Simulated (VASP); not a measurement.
# What spin-orbit coupling changes in Ga, part 2 of 3

Aim: run bands, DOS and a relaxation of Ga twice, without and with spin-orbit coupling. All runs use LDA. Left out of this account: at least 1 further run (fields: a reference on another mesh). The start is a computed cell from the Materials Project.

VASP 6.6.1, plane waves and PAW; the level of theory is named at each step.

So far. Step 2 (Bands along the symmetry lines (LDA)): There is no gap at this level.

The starting crystal is not the ambient structure of Ga (space group No. 64); it is a model or a phase of other conditions.

**3. Bands along the symmetry lines (LDA + SOC)**

This step: LDA, spin-orbit coupling; plane waves and PAW (Ga_d) (VASP 6.6.1).

Levels along the symmetry lines show where the bands peak and cross; KPOINTS_OPT computes them in the converged potential. Spin-orbit coupling needs spinors and the noncollinear program, where each band holds one electron.

Input file INCAR:

```
SYSTEM = Ga
PREC = Accurate
ENCUT = 400
EDIFF = 1E-06
NELM = 100
ISMEAR = -1
SIGMA = 0.05
LREAL = .FALSE.
ALGO = Normal
GGA = CA
LNONCOLLINEAR = .TRUE.
MAGMOM = 0 0 0 0 0 0
NBANDS = 38
GGA_COMPAT = .FALSE.
LASPH = .TRUE.
LSORBIT = .TRUE.
LORBIT = 11
LWAVE = .FALSE.
LCHARG = .FALSE.
KPAR = 2
```

Input file POSCAR:

```
Ga
1.0
    2.7784220849      0.0000000000      0.0000000000
    0.0000000000      3.2816087900      0.0000000000
   -1.3434310986      0.0000000000      3.9902731763
Ga
2
Direct
    0.8654037300      0.2500000000      0.2298331700
    0.1345962700      0.7500000000      0.7701668300
```

Input file KPOINTS:

```
Automatic mesh
0
Gamma
13 10 9
0 0 0
```

Input file KPOINTS_OPT:

```
Line mode
16
Line-mode
Reciprocal
  0.00000000   0.00000000   0.00000000 GAMMA
  0.00000000   0.00000000   0.50000000 Y

  0.00000000   0.00000000   0.50000000 Y
 -0.43946183   0.00000000   0.71248992 H

 -0.43946183   0.00000000   0.71248992 H
 -0.50000000   0.00000000   0.50000000 C

 -0.50000000   0.00000000   0.50000000 C
 -0.50000000   0.50000000   0.50000000 E

 -0.50000000   0.50000000   0.50000000 E
 -0.56053817   0.50000000   0.28751008 M1

 -0.56053817   0.50000000   0.28751008 M1
 -0.50000000   0.50000000   0.00000000 A

 -0.50000000   0.50000000   0.00000000 A
 -0.50000000   0.00000000   0.00000000 X

 -0.50000000   0.00000000   0.00000000 X
 -0.56053817   0.00000000   0.28751008 H1

 -0.43946183   0.50000000   0.71248992 M
  0.00000000   0.50000000   0.50000000 D

  0.00000000   0.50000000   0.50000000 D
  0.00000000   0.50000000   0.00000000 Z

  0.00000000   0.00000000   0.50000000 Y
  0.00000000   0.50000000   0.50000000 D
```

PAW data sets: Ga_d (LDA family, release 64).

Run with:

```console
$ mpirun -np 2 vasp_ncl
```

The log of the run:

```text
[... set-up lines as in an earlier step ...]
 entering main loop
       N       E                     dE             d eps       ncg     rms          rms(c)
DAV:   1     0.174412810867E+03    0.17441E+03   -0.10443E+04 29150   0.227E+03
DAV:   2     0.158494974587E+02   -0.15856E+03   -0.15201E+03 27646   0.477E+02
DAV:   3    -0.656766188666E+01   -0.22417E+02   -0.22095E+02 30694   0.135E+02
DAV:   4    -0.723403235454E+01   -0.66637E+00   -0.66469E+00 31448   0.268E+01
DAV:   5    -0.724800454275E+01   -0.13972E-01   -0.13970E-01 33142   0.398E+00    0.146E+00
DAV:   6    -0.718420518088E+01    0.63799E-01   -0.11095E-01 35866   0.577E+00    0.730E-01
DAV:   7    -0.717005378418E+01    0.14151E-01   -0.26071E-02 37968   0.192E+00    0.194E-01
DAV:   8    -0.716859234866E+01    0.14614E-02   -0.45804E-03 29252   0.984E-01    0.292E-02
DAV:   9    -0.716860445586E+01   -0.12107E-04   -0.26732E-04 34146   0.191E-01    0.170E-02
DAV:  10    -0.716860400177E+01    0.45409E-06   -0.20663E-05 29676   0.553E-02    0.632E-03
DAV:  11    -0.716860321961E+01    0.78216E-06   -0.41568E-06 37778   0.267E-02
   1 F= -.71686032E+01 E0= -.71656458E+01  d E =-.591482E-02  mag=    -0.0000     0.0000     0.0000
 Start KPOINTS_OPT (optional k-point list driver)
k-point batch [1-176\176]
       N       E                     dE             ncg
DAV:   1     0.922248820110E+03   -0.13976E+06    14476
DAV:   2    -0.268994139655E+05   -0.27822E+05    13580
DAV:   3    -0.307668936838E+05   -0.38675E+04    15518
DAV:   4    -0.308820167806E+05   -0.11512E+03    15570
DAV:   5    -0.308845247971E+05   -0.25080E+01    16356
DAV:   6    -0.308846377652E+05   -0.11297E+00    18652
DAV:   7    -0.308846389250E+05   -0.11598E-02    16770
DAV:   8    -0.308846389426E+05   -0.17642E-04    12548
DAV:   9    -0.308846389450E+05   -0.23310E-05     9458
DAV:  10    -0.308846389458E+05   -0.87647E-06     9122
```

Elapsed: 8 min, on 2 MPI ranks of AMD EPYC 7R43, shared host; peak memory 1.5 GiB; 16 min of CPU time.

OUTCAR, selected parts (step 3):

```text
 Found    354 irreducible k-points:

   k-points           NKPTS =    354   k-points in BZ     NKDIM =    354   number of bands    NBANDS=     38

   NELECT =      26.0000    total number of electrons

 E-fermi :   5.5764

 k-point     1 :       0.0000    0.0000    0.0000
  band No.  band energies     occupation
    ...
     22      -5.8176      1.00000
     23       3.5179      1.00000
     24       3.5179      1.00000
     25       4.0533      1.00000
     26       4.0533      1.00000
     27       7.3722      0.00000
     28       7.3722      0.00000
     29      11.2883      0.00000
     30      11.2883      0.00000
     31      14.6892      0.00000
    ...

 k-point     2 :       0.0769    0.0000    0.0000
  band No.  band energies     occupation
    ...
     22      -5.6877      1.00000
     23       3.1786      1.00000
     24       3.1786      1.00000
     25       4.6264      1.00000
     26       4.6264      1.00000
     27       7.5121      0.00000
     28       7.5121      0.00000
     29      11.4038      0.00000
     30      11.4038      0.00000
     31      12.8647      0.00000
    ...

  Total       -0.9065430     -0.6149221     -0.7718266      0.0000000      0.0000000     -0.1272132
  in kB      -39.9219103    -27.0796484    -33.9893353      0.0000000      0.0000000     -5.6021542
  external PRESSURE =     -33.6636313 kB  Pullay stress =       0.0000000 kB

 POSITION                                       TOTAL-FORCE (eV/Angst)
 -----------------------------------------------------------------------------------
      2.09569      0.82040      0.91710        -0.003789      0.000000      0.062882
     -0.66070      2.46121      3.07318         0.003789      0.000000     -0.062882
 -----------------------------------------------------------------------------------
    total drift:                               -0.000000     -0.000000      0.000000

  FREE ENERGIE OF THE ION-ELECTRON SYSTEM (eV)
  ---------------------------------------------------
  free  energy   TOTEN  =        -7.1686032196 eV

  energy  without entropy=       -7.1626884037  energy(sigma->0) =       -7.16564581

 Spin-Orbit-Coupling matrix elements
 Ion:    1  E_soc:     -0.0115633
 Ion:    2  E_soc:     -0.0115633

 total charge
# of ion       s       p       d       tot
------------------------------------------
    1        1.009   0.632   9.961  11.602
    2        1.009   0.632   9.961  11.602
--------------------------------------------------
tot          2.018   1.264  19.923  23.205

 magnetization (x)
# of ion       s       p       d       tot
------------------------------------------
    1        0.000   0.000   0.000   0.000
    2        0.000   0.000   0.000   0.000
--------------------------------------------------
tot          0.000   0.000   0.000   0.000

 magnetization (y)
# of ion       s       p       d       tot
------------------------------------------
    1        0.000   0.000   0.000   0.000
    2        0.000   0.000   0.000   0.000
--------------------------------------------------
tot          0.000   0.000   0.000   0.000

 magnetization (z)
# of ion       s       p       d       tot
------------------------------------------
    1        0.000   0.000   0.000   0.000
    2        0.000   0.000   0.000   0.000
--------------------------------------------------
tot          0.000   0.000   0.000   0.000

[... 8 parts as in an earlier step ...]

[... 5 further parts left out ...]
```

LASPH is on here and off in scalar runs of this session, so a comparison with those holds both changes.

This step gave:

| Property | Result |
| --- | --- |
| SCF cycles | 11 |
| bands | 38 |
| free energy (TOTEN) | -7.169 eV |
| energy at zero smearing | -7.166 eV |
| Fermi energy | 5.576 eV |
| pressure | -3.366 GPa |

On-site spin-orbit energy by atom:

```csv
atom,on-site spin-orbit energy (eV)
Ga1,-0.0116
Ga2,-0.0116
```

Electronic bands along the path, in eV, zero at the Fermi level; # counts the bands kept in this run, so #1 is VASP's band 21:

```csv
point,#5,#6,#7,#8,#9,#10,#11,#12
Γ,-1.52,-1.52,1.80,1.80,5.71,5.71,9.11,9.11
0.53 of the way,2.55,2.55,3.21,3.21,6.84,6.84,7.43,7.43
Y,3.99,3.99,5.05,5.05,6.14,6.14,6.37,6.37
0.53 of the way,0.66,0.66,5.14,5.14,5.92,5.92,6.79,6.79
H,-3.87,-3.87,4.10,4.10,4.83,4.83,6.65,6.65
0.47 of the way,-3.03,-3.03,1.83,1.83,5.99,5.99,6.40,6.40
C,-1.56,-1.56,-0.06,-0.06,6.20,6.20,6.79,6.79
0.53 of the way,-0.63,-0.63,0.15,0.15,2.09,2.09,2.67,2.67
E,-1.72,-1.72,-1.72,-1.72,1.95,1.95,1.95,1.95
0.47 of the way,-1.76,-1.76,-1.74,-1.74,1.08,1.08,1.13,1.13
M1,-1.94,-1.94,-1.89,-1.89,0.25,0.25,0.32,0.32
0.47 of the way,-1.76,-1.76,-1.74,-1.74,0.99,0.99,1.04,1.04
A,-1.73,-1.73,-1.73,-1.73,2.17,2.17,2.17,2.17
0.53 of the way,-0.66,-0.66,0.39,0.39,2.47,2.47,3.25,3.25
X,-1.39,-1.39,0.18,0.18,6.08,6.08,6.53,6.53
0.53 of the way,-2.99,-2.99,2.22,2.22,5.58,5.58,6.31,6.31
H1,-3.87,-3.87,4.10,4.10,4.83,4.83,6.65,6.65
jump to M,-1.94,-1.94,-1.89,-1.89,0.25,0.25,0.32,0.32
0.47 of the way,-3.23,-3.23,-3.23,-3.23,4.11,4.11,4.15,4.15
D,-4.34,-4.34,-4.34,-4.34,10.64,10.64,10.64,10.64
0.47 of the way,-2.20,-2.20,-2.20,-2.20,7.79,7.79,7.79,7.79
Z,1.74,1.74,1.74,1.74,2.68,2.68,2.68,2.68
jump to Y,3.99,3.99,5.05,5.05,6.14,6.14,6.37,6.37
0.53 of the way,-1.42,-1.42,-0.55,-0.55,8.17,8.17,10.49,10.49
D,-4.34,-4.34,-4.34,-4.34,10.64,10.64,10.64,10.64
```

Force by atom:

```csv
atom,x (eV/Å),y (eV/Å),z (eV/Å),size
Ga1,-0.0038,0.0000,0.0629,0.0630
Ga2,0.0038,0.0000,-0.0629,0.0630
```

There is no gap at this level. Without the coupling there was no gap either. The run took 5.1 times the core time, with 38 spinor bands against 25.

**4. Density of states (LDA)**

This step: LDA; plane waves and PAW (Ga_d) (VASP 6.6.1).

Here the states are counted by energy and projected on the atoms.

Input file INCAR:

```
SYSTEM = Ga
PREC = Accurate
ENCUT = 400
EDIFF = 1E-06
NELM = 100
ISMEAR = -5
SIGMA = 0.05
LREAL = .FALSE.
ALGO = Normal
GGA = CA
NBANDS = 25
LORBIT = 11
LWAVE = .FALSE.
LCHARG = .FALSE.
KPAR = 2
NEDOS = 2001
```

POSCAR is that of step 3.

KPOINTS is that of step 3.

Run with:

```console
$ mpirun -np 2 vasp_std
```

The log of the run:

```text
[... set-up lines as in an earlier step ...]
 entering main loop
       N       E                     dE             d eps       ncg     rms          rms(c)
DAV:   1     0.134737998276E+03    0.13474E+03   -0.10361E+04 20378   0.171E+03
DAV:   2     0.639391716728E+01   -0.12834E+03   -0.12247E+03 18252   0.329E+02
DAV:   3    -0.702804048059E+01   -0.13422E+02   -0.13353E+02 21072   0.806E+01
DAV:   4    -0.722695330302E+01   -0.19891E+00   -0.19892E+00 20482   0.110E+01
DAV:   5    -0.722971898199E+01   -0.27657E-02   -0.27693E-02 22882   0.126E+00    0.146E+00
DAV:   6    -0.716611980809E+01    0.63599E-01   -0.76891E-02 24249   0.436E+00    0.726E-01
DAV:   7    -0.715183131308E+01    0.14288E-01   -0.14463E-02 25298   0.142E+00    0.202E-01
DAV:   8    -0.715023675489E+01    0.15946E-02   -0.22035E-03 20898   0.562E-01    0.165E-02
DAV:   9    -0.715025185650E+01   -0.15102E-04   -0.79813E-05 21741   0.724E-02    0.713E-03
DAV:  10    -0.715024920781E+01    0.26487E-05   -0.43118E-06 19925   0.236E-02    0.729E-04
DAV:  11    -0.715024930219E+01   -0.94376E-07   -0.25170E-07 13343   0.628E-03
   1 F= -.71502493E+01 E0= -.71502493E+01  d E =0.000000E+00
 -----------------------------------------------------------------------------
|                                                                             |
|           W    W    AA    RRRRR   N    N  II  N    N   GGGG   !!!           |
|           W    W   A  A   R    R  NN   N  II  NN   N  G    G  !!!           |
|           W    W  A    A  R    R  N N  N  II  N N  N  G       !!!           |
|           W WW W  AAAAAA  RRRRR   N  N N  II  N  N N  G  GGG   !            |
|           WW  WW  A    A  R   R   N   NN  II  N   NN  G    G                |
|           W    W  A    A  R    R  N    N  II  N    N   GGGG   !!!           |
|                                                                             |
|     Tetrahedron method does not include variations of the Fermi             |
|     occupations, so forces and stress will be inaccurate. We suggest        |
|     using a different smearing scheme ISMEAR = 1 or 2 for metals in         |
|     relaxations.                                                            |
|                                                                             |
 -----------------------------------------------------------------------------
```

Wall time 1.7 min (2 MPI ranks); peak memory 0.45 GiB; 3.3 min of CPU time.

Parts of OUTCAR (step 4):

```text
 Found    354 irreducible k-points:

   NELECT =      26.0000    total number of electrons

 E-fermi :   5.6244

 k-point     1 :       0.0000    0.0000    0.0000
  band No.  band energies     occupation
    ...
      9      -9.2796      2.00000
     10      -9.1398      2.00000
     11      -5.8169      2.00000
     12       3.5217      2.00000
     13       4.0532      2.04552
     14       7.3743      0.00000
     15      11.2891      0.00000
     16      14.6919      0.00000
     17      15.8511      0.00000
     18      16.1116      0.00000
    ...

 k-point     2 :       0.0769    0.0000    0.0000
  band No.  band energies     occupation
    ...
      9      -9.2796      2.00000
     10      -9.1414      2.00000
     11      -5.6870      2.00000
     12       3.1809      2.00000
     13       4.6279      2.08729
     14       7.5143      0.00000
     15      11.4046      0.00000
     16      12.8678      0.00000
     17      14.3967      0.00000
     18      16.0777      0.00000
    ...

  Total       -0.8755706     -0.6303689     -0.7147344      0.0000000      0.0000000     -0.1096040
  in kB      -38.5579642    -27.7598879    -31.4751350      0.0000000      0.0000000     -4.8266905
  external PRESSURE =     -32.5976624 kB  Pullay stress =       0.0000000 kB

 POSITION                                       TOTAL-FORCE (eV/Angst)
 -----------------------------------------------------------------------------------
      2.09569      0.82040      0.91710        -0.002616      0.000000      0.043736
     -0.66070      2.46121      3.07318         0.002616      0.000000     -0.043736
 -----------------------------------------------------------------------------------
    total drift:                               -0.000000     -0.000000      0.000000

  FREE ENERGIE OF THE ION-ELECTRON SYSTEM (eV)
  ---------------------------------------------------
  free  energy   TOTEN  =        -7.1502493022 eV

  energy  without entropy=       -7.1502493022  energy(sigma->0) =       -7.15024930

 total charge
# of ion       s       p       d       tot
------------------------------------------
    1        1.008   0.633   9.961  11.603
    2        1.008   0.633   9.961  11.603
--------------------------------------------------
tot          2.017   1.266  19.923  23.205

[... 9 parts as in an earlier step ...]

[... 5 further parts left out ...]
```

At this level the cell is under a tension of 3.3 GPa, so at these settings it is away from equilibrium. With tetrahedra the forces and stress of a metal are not exact derivatives of the energy.

Numbers from this step:

* bands: 25
* free energy (TOTEN): -7.150 eV
* Fermi energy: 5.624 eV
* pressure: -3.260 GPa
* DOS at the Fermi level, one point of the energy grid: 0.6721 states/eV/cell

The density of states has structure finer than the step of the table below, so its rows give means over 0.5 eV, whole bins alone (the curve runs from -12.0 to 7.95 eV). Peaks (eV: height): total -6.17: 0.678, -1.74: 0.996, 2.35: 1.09, 7.60: 1.11; Ga p -1.74: 0.363, 2.35: 0.431, 7.54: 0.472; Ga s -6.17: 0.313, -1.74: 0.147, 0.68: 0.182; Ga d 2.35: 0.0744.

States under -12.0 eV and over 8.0 eV are left out. The density of states by energy, zero at the Fermi level; means over each step; values in states/eV/cell:

```csv
energy (eV),total,Ga p,Ga s,Ga d
-11.5,0.0169,1.2e-4,0.00877,0
-11.0,0.148,0.00257,0.0753,3.9e-5
-10.5,0.227,0.00730,0.113,8.3e-4
-10.0,0.288,0.0135,0.140,0.00166
-9.5,0.354,0.0216,0.168,0.00305
-9.0,0.371,0.0274,0.172,0.00409
-8.5,0.379,0.0325,0.172,0.00519
-8.0,0.431,0.0420,0.192,0.00678
-7.5,0.473,0.0505,0.208,0.00867
-7.0,0.525,0.0593,0.231,0.0112
-6.5,0.608,0.0693,0.273,0.0154
-6.0,0.643,0.0737,0.296,0.0182
-5.5,0.576,0.0732,0.262,0.0162
-5.0,0.576,0.0852,0.250,0.0158
-4.5,0.558,0.0924,0.235,0.0153
-4.0,0.563,0.112,0.212,0.0152
-3.5,0.597,0.141,0.194,0.0163
-3.0,0.681,0.187,0.180,0.0197
-2.5,0.634,0.201,0.128,0.0197
-2.0,0.706,0.252,0.103,0.0242
-1.5,0.907,0.335,0.129,0.0331
-1.0,0.765,0.286,0.107,0.0322
-0.5,0.677,0.250,0.106,0.0321
0.0,0.681,0.246,0.119,0.0347
0.5,0.797,0.273,0.159,0.0439
1.0,0.836,0.295,0.149,0.0505
1.5,0.880,0.330,0.131,0.0554
2.0,0.992,0.387,0.132,0.0646
2.5,1.02,0.409,0.122,0.0707
3.0,0.829,0.346,0.0941,0.0596
3.5,0.880,0.377,0.0931,0.0668
4.0,0.860,0.375,0.0895,0.0677
4.5,0.855,0.376,0.0856,0.0720
5.0,0.977,0.416,0.0900,0.0951
5.5,0.960,0.413,0.0837,0.0974
6.0,0.986,0.428,0.0848,0.104
6.5,0.959,0.414,0.0804,0.107
7.0,0.936,0.411,0.0711,0.107
7.5,1.08,0.462,0.0733,0.131
```

Of the states within 0.3 eV of the Fermi level, the largest shares in the PAW spheres are Ga p 36 %, Ga s 18 % and Ga d 5 %. The rest lies in smaller channels or between the spheres.

[end of part 2 of 3]

[Lines on the potential files, build, host, timing and source positions are cut from VASP's logs without a mark.]

[Logs are printed without paths, hosts, clocks, repeated set-up lines and the standing remarks that a program may print on its own settings, such as how far it seeks lower states.]

[Hosts, paths, dates, database ids (printed as entryN), source tags and the programs' standing remarks are cut or masked in the printed files.]

[A measured line is paired with the nearest computed mode of its activity, which favours agreement.]

[In band tables of VASP the shares of atoms and orbitals are scaled to a sum of 1 inside the atoms' spheres.]
